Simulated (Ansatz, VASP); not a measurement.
# One calculation of Te2Pt (Moncheite), two programs

```
CELL_PARAMETERS angstrom
3.98309 0.00000 0.00000
-1.99154 3.44945 0.00000
0.00000 0.00000 5.16609
ATOMIC_POSITIONS crystal
Pt 0.00000 0.00000 0.00000
Te 0.66667 0.33333 0.75000
Te 0.33333 0.66667 0.25000
```

Change from the starting cell: volume scaled by 0.98.

Alike in both runs: task single point; functional PBE; k mesh 8 × 8 × 5; occupations fermi-dirac, width 0.05 eV; no spin polarisation.

|  | VASP | Ansatz |
| --- | --- | --- |
| version | VASP 6.6.1 | Ansatz 0.2.0 |
| potentials or method | VASP PAW PBE potentials, release 64 (Pt, Te) | Ansatz PAW |
| plane-wave cutoff (eV) | 520 | 420 |
| valence electrons in the cell | 22 | 50 |

VASP gave:

```
gap on the k mesh at the Fermi level (eV)       : none
pressure (GPa)                                  : 11.3
largest component of the traceless stress (GPa) : 1.75
rms of the force components (eV/Å)              : 0.588
```

**Question.** Estimate Ansatz's values.

**Answer.** gap on the k mesh at the Fermi level (eV): none; pressure (GPa): 11.5; largest component of the traceless stress (GPa): 1.80; rms of the force components (eV/Å): 0.591.

Atom by atom the forces differ by 0.004 eV/Å (rms over components). A gap of «none» marks a metal or a gap that the smearing closes. The two sets of potentials don't hold the same shells in valence.

Caveats: forces of over 1 eV/Å show positions far from the minimum, so gaps and moduli don't describe the material at rest. Spin-orbit coupling is left out, which matters for the levels of Pt, Te.
